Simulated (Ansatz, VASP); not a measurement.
**One calculation of NaF, two programs**

INCAR

```
SYSTEM = NaF
PREC = Accurate
ENCUT = 520
EDIFF = 1E-7
ISMEAR = -1
SIGMA = 0.03
LREAL = .False.
LASPH = .True.
NELM = 80
ALGO = Normal
ISIF = 2
LWAVE = .False.
LCHARG = .False.
GGA = PS
NBANDS = 14
```

KPOINTS

```
regular mesh
0
Gamma
  9 9 9
  0 0 0
```

File POSCAR:

```
NaF
1.0
    0.0000000000      2.3200000000      2.3200000000
    2.3200000000      0.0000000000      2.3200000000
    2.3200000000      2.3200000000      0.0000000000
Na F
1 1
Direct
   -0.0450000000     -0.0450000000      0.0450000000
    0.5450000000      0.5450000000      0.4550000000
```

Input for Ansatz:

```yaml
crystal:
  lattice:
    - [0.0, 2.32, 2.32]
    - [2.32, 0.0, 2.32]
    - [2.32, 2.32, 0.0]
  atoms:
    - { symbol: Na, position: [-0.045, -0.045, 0.045] }
    - { symbol: F, position: [0.545, 0.545, 0.455] }
kpoints:
  mp_grid: { grid: [9, 9, 9] }
scf:
  occupations: { method: fermi_dirac, width: 0.03 }
hamiltonian:
  xc: pbesol
  pseudopotentials: { kind: all_electron, lapw: { basis_error: 0.001 } }
output:
  forces: true
  stress: true
  eigenvalues: true
  populations: true
```

Change from the starting cell: shortest bond scaled by 0.82, LAPW.

Alike in both runs: task single point; functional PBEsol; k mesh 9 × 9 × 9; occupations fermi-dirac, width 0.03 eV; no spin polarisation.

```csv
,VASP,Ansatz
version,VASP 6.6.1,Ansatz 0.2.0
potentials or method,"VASP PAW PBE potentials, release 64 (Na_pv, F)","all-electron LAPW, scalar-relativistic"
plane-wave cutoff (eV),520,see its input
```

```tsv
	VASP	Ansatz	Ansatz less VASP
gap on the k mesh at the Fermi level (eV)	6.11	6.14	+0.022
pressure (GPa)	6.6	6.4	-0.25
largest component of the traceless stress (GPa)	16.14	15.43	-0.718
rms of the force components (eV/Å)	1.249	1.193	-0.0553
```

Atom by atom the forces differ by 0.055 eV/Å (rms over components). Ansatz ran all-electron here, so the differences hold the error of VASP's frozen core and of both bases.

Caveats: the PAW data sets were made with another functional, which shifts forces and pressure a little (VASP); an odd mesh through Γ misses points on the zone boundary, where band edges often lie.
